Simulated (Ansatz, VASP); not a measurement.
# Cross-check of GeSb2Te4 between VASP and Ansatz, part 2 of 2

One calculation is typed for both programs; each brings its own data sets. How far apart do they land? The cell is taken from a series of runs on this material, whose earlier steps may have relaxed, scaled, displaced or heated it; both programs get it as it stands.

VASP 6.6.1 and Ansatz 0.2.0.

So far: The structure; Ansatz: single point, HSE06.

### Step 3. VASP: single point, HSE06

Level of this step: HSE06; plane waves and PAW (Ge_d, Sb, Te) (VASP).

The same cell, functional and mesh now go to VASP, with its own data sets.

Lines of VASP's logs that name or quote its potential files are left out, and so is its time.

The run reads the wave functions of an earlier VASP run, which isn't shown here.

INCAR reads:

```
SYSTEM = GeSb2Te4
PREC = Accurate
ENCUT = 410
EDIFF = 1E-06
NELM = 100
ISMEAR = 0
SIGMA = 0.01
LREAL = .FALSE.
ALGO = Normal
LHFCALC = .TRUE.
AEXX = 0.25
GGA = PE
HFSCREEN = 0.208
LASPH = .TRUE.
NBANDS = 31
PRECFOCK = Fast
LORBIT = 11
LWAVE = .FALSE.
LCHARG = .FALSE.
KPAR = 8
NCORE = 2
ISIF = 2
```

POSCAR reads:

```
GeSb2Te4
1.0
    2.1439564303      1.2378138222     13.8970814052
   -2.1439564303      1.2378138222     13.8970814052
    0.0000000000     -2.4756276443     13.8970814052
Ge Sb Te
1 2 4
Direct
    0.5707270915      0.5707270915      0.5707270915
    0.4268692356      0.4268692356      0.4268692356
    0.9973515323      0.9973515323      0.9973515323
    0.8702507872      0.8702507872      0.8702507872
    0.1345721226      0.1345721226      0.1345721226
    0.7112882538      0.7112882538      0.7112882538
    0.2889399772      0.2889399772      0.2889399772
```

KPOINTS reads:

```
Automatic mesh
0
Gamma
4 4 4
0 0 0
```

PAW data sets: Ge_d, Sb and Te (PBE family, release 64).

On the command line:

```console
> mpirun -np 16 vasp_std
```

Numbers of over 12 decimals in the logs are rounded to 6 here.

Log:

```text
[banner, memory and clock lines left out]
running   16 mpi-ranks, on    1 nodes
 distrk:  each k-point on    2 cores,    8 groups
 distr:  one band on    2 cores,    1 groups

 POSCAR found type information on POSCAR GeSbTe
 POSCAR found :  3 types and       7 ions
 LDA part: xc-table for (Slater+PW92), standard interpolation
 found WAVECAR, reading the header
 POSCAR, INCAR and KPOINTS ok, starting setup
 FFT: planning ... GRIDC
 FFT: planning ... GRID_SOFT
 FFT: planning ... GRID
 reading WAVECAR
 the WAVECAR file was read successfully
 initial charge from wavefunction
 entering main loop
       N       E                     dE             d eps       ncg     rms          rms(c)
DAV:   1    -0.319115203129E+02   -0.31912E+02   -0.65308E+00   806   0.159E+01    0.262E+01
DAV:   2    -0.319333429191E+02   -0.21823E-01   -0.16298E-01  1046   0.285E+00    0.172E+01
DAV:   3    -0.319259939559E+02    0.73490E-02   -0.18007E-02   976   0.967E-01    0.110E+01
DAV:   4    -0.319250158744E+02    0.97808E-03   -0.45828E-03   953   0.399E-01    0.669E+00
DAV:   5    -0.319246442566E+02    0.37162E-03   -0.79187E-04   941   0.179E-01    0.400E+00
DAV:   6    -0.319245398455E+02    0.10441E-03   -0.26006E-04   925   0.879E-02    0.239E+00
DAV:   7    -0.319245270435E+02    0.12802E-04   -0.67684E-05   946   0.419E-02    0.144E+00
DAV:   8    -0.319245315647E+02   -0.45212E-05   -0.19234E-05   946   0.208E-02    0.865E-01
DAV:   9    -0.319245379669E+02   -0.64022E-05   -0.53000E-06   939   0.107E-02    0.517E-01
DAV:  10    -0.319245430041E+02   -0.50372E-05   -0.12376E-06   613   0.648E-03    0.310E-01
DAV:  11    -0.319245465210E+02   -0.35169E-05   -0.72280E-07   550   0.480E-03    0.185E-01
DAV:  12    -0.319245487827E+02   -0.22617E-05   -0.21211E-07   466   0.311E-03    0.111E-01
DAV:  13    -0.319245501797E+02   -0.13970E-05   -0.89981E-08   466   0.207E-03    0.661E-02
DAV:  14    -0.319245510270E+02   -0.84732E-06   -0.47502E-08   473   0.152E-03
   1 F= -.31924551E+02 E0= -.31924551E+02  d E =-.339759E-15
```

Parts of OUTCAR (step 3):

```text
ion  position               nearest neighbor table
   1  0.571  0.571  0.571-   4 2.85   4 2.85   4 2.85   7 3.28   7 3.28   7 3.28
   2  0.427  0.427  0.427-   5 3.01   5 3.01   5 3.01   6 3.21   6 3.21   6 3.21
   3  0.997  0.997  0.997-   7 3.03   7 3.03   7 3.03   6 3.16   6 3.16   6 3.16
   4  0.870  0.870  0.870-   1 2.85   1 2.85   1 2.85
   5  0.135  0.135  0.135-   2 3.01   2 3.01   2 3.01
   6  0.711  0.711  0.711-   3 3.16   3 3.16   3 3.16   2 3.21   2 3.21   2 3.21
   7  0.289  0.289  0.289-   3 3.03   3 3.03   3 3.03   1 3.28   1 3.28   1 3.28

  LATTYP: Found a trigonal (rhomboedric) cell.
 ALAT       =    14.1158635519
 COS(alpha) =     0.9538632495

 Subroutine GETGRP returns: Found  6 space group operations
 (whereof  6 operations were pure point group operations)

The static configuration has the point symmetry C_3v.

 Found     13 irreducible k-points:

   k-points           NKPTS =     13   k-points in BZ     NKDIM =     64   number of bands    NBANDS=     31

   dimension x,y,z NGX =    96 NGY =   96 NGZ =   96
   dimension x,y,z NGXF=   192 NGYF=  192 NGZF=  192

   ENCUT  =  410.0 eV  30.13 Ry    5.49 a.u.  23.31 23.31 23.31*2*pi/ulx,y,z

   NELECT =      48.0000    total number of electrons

 k-points in reciprocal lattice and weights: Automatic mesh
   0.00000000  0.00000000  0.00000000       0.016
   0.25000000 -0.00000000  0.00000000       0.094
   0.50000000 -0.00000000  0.00000000       0.047
   0.25000000  0.25000000  0.00000000       0.094
   0.50000000  0.25000000  0.00000000       0.188
  -0.25000000  0.25000000  0.00000000       0.094
   0.50000000  0.50000000  0.00000000       0.047
   0.25000000  0.25000000  0.25000000       0.031
   0.50000000  0.25000000  0.25000000       0.094
  -0.25000000  0.25000000  0.25000000       0.094
   0.50000000  0.50000000  0.25000000       0.094
  -0.25000000  0.50000000  0.25000000       0.094
   0.50000000  0.50000000  0.50000000       0.016

  exchange ACFDT corr.  =         0.00000000  see jH, gK, PRB 81, 115126

 average (electrostatic) potential at core
       1 -66.4202       2 -83.8542       3 -83.8749       4 -84.4928       5 -85.0114
       6 -84.6789       7 -84.9916

 E-fermi :   5.9924

 k-point     1 :       0.0000    0.0000    0.0000
  band No.  band energies     occupation
    ...
     20       4.2299      2.00000
     21       4.3243      2.00000
     22       4.3243      2.00000
     23       4.9216      2.00000
     24       5.7983      2.00000
     25       6.5315      0.00000
     26       6.5317      0.00000
     27       6.5317      0.00000
     28       7.4449      0.00000
     29       7.4449      0.00000
    ...

 k-point     2 :       0.2500   -0.0000    0.0000
  band No.  band energies     occupation
    ...
     20       3.6568      2.00000
     21       3.9105      2.00000
     22       4.3115      2.00000
     23       4.9235      2.00000
     24       5.2278      2.00000
     25       7.0152      0.00000
     26       7.0696      0.00000
     27       7.4791      0.00000
     28       8.1362      0.00000
     29       8.3541      0.00000
    ...

 k-point     3 :       0.5000   -0.0000    0.0000
  band No.  band energies     occupation
    ...
     20       3.1990      2.00000
     21       3.8313      2.00000
     22       3.9952      2.00000
     23       4.3081      2.00000
     24       4.6965      2.00000
     25       6.7579      0.00000
     26       7.0352      0.00000
     27       7.2802      0.00000
     28       8.0754      0.00000
     29       8.4758      0.00000
    ...

  Total       -2.3794707     -2.3794707     -2.4991779      0.0000000     -0.0000000      0.0000000
  in kB      -17.2283949    -17.2283949    -18.0951261      0.0000000     -0.0000000      0.0000000
  external PRESSURE =     -17.5173053 kB  Pullay stress =       0.0000000 kB

  energy-cutoff  :      410.00
  volume of cell :      221.28
      direct lattice vectors                 reciprocal lattice vectors
     2.143956430  1.237813822 13.897081405     0.233213695  0.134645989  0.023985852
    -2.143956430  1.237813822 13.897081405    -0.233213695  0.134645989  0.023985852
     0.000000000 -2.475627644 13.897081405     0.000000000 -0.269291979  0.023985852

 POSITION                                       TOTAL-FORCE (eV/Angst)
 -----------------------------------------------------------------------------------
      0.00000      0.00000     23.79432         0.000000     -0.000000     -0.310553
      0.00000      0.00000     17.79671         0.000000      0.000000      0.242517
      0.00000      0.00000     41.58083         0.000000     -0.000000     -0.203298
      0.00000      0.00000     36.28184         0.000000      0.000000      0.335304
      0.00000      0.00000      5.61048         0.000000     -0.000000     -0.440024
      0.00000      0.00000     29.65449         0.000000     -0.000000     -0.064377
      0.00000      0.00000     12.04627         0.000000      0.000000      0.440431
 -----------------------------------------------------------------------------------
    total drift:                               -0.000001      0.000003     -0.004945

  FREE ENERGIE OF THE ION-ELECTRON SYSTEM (eV)
  ---------------------------------------------------
  free  energy   TOTEN  =       -31.9245510270 eV

  energy  without entropy=      -31.9245510270  energy(sigma->0) =      -31.92455103

 total charge
# of ion       s       p       d       tot
------------------------------------------
    1        1.315   0.787  10.006  12.109
    2        1.322   1.062   0.051   2.435
    3        1.329   1.048   0.053   2.431
    4        1.355   2.051   0.026   3.432
    5        1.376   1.990   0.029   3.395
    6        1.356   2.065   0.029   3.450
    7        1.361   2.024   0.034   3.419
--------------------------------------------------
tot          9.415  11.027  10.229  30.671

[... 3 further parts left out ...]
```

The run ends at a pressure of -1.75 GPa, with forces up to 0.44 eV/Å.

### Step 4. Side by side

Known differences besides the potentials themselves: exact exchange at q = 0 is treated differently, which shows on coarse meshes; VASP keeps PBE cores, Ansatz makes them for the functional; fixed occupations in Ansatz, narrow Gaussian smearing in VASP; the data sets hold 108 valence electrons in Ansatz (on its PAW soft_1 files) and 48 in VASP; the cutoff is 420 eV in Ansatz and 410 eV in VASP; VASP takes a coarser grid for exact exchange (PRECFOCK = Fast). Total energies have different zeros and are not compared.

Both answers:

| quantity | Ansatz | VASP | difference |
| --- | --- | --- | --- |
| gap on the k mesh (eV) | 0.437 | 0.467 | -0.030 |

A gap on the mesh is an upper bound, since the band edges may lie between its points.

### Step 5. What came out

```
difference in gap on the k mesh (single point, HSE06) : -0.030 eV
```

**Reading.** The difference in gap on the k mesh is -0.030 eV (single point, HSE06), within the 0.08 eV picked in this series as the mark of a large difference. The data sets hold unlike numbers of valence electrons (108 in Ansatz and 48 in VASP), so part of the differences comes from the potentials. How closely two codes agree says nothing of how well the functional describes the real material.

[Lines on the potential files, build, host, timing and source positions are cut from VASP's logs without a mark.]

[Logs are printed without paths, hosts, clocks, repeated set-up lines and the standing remarks that a program may print on its own settings, such as how far it seeks lower states.]

[Hosts, paths, dates, database ids (printed as entryN), source tags and the programs' standing remarks are cut or masked in the printed files.]
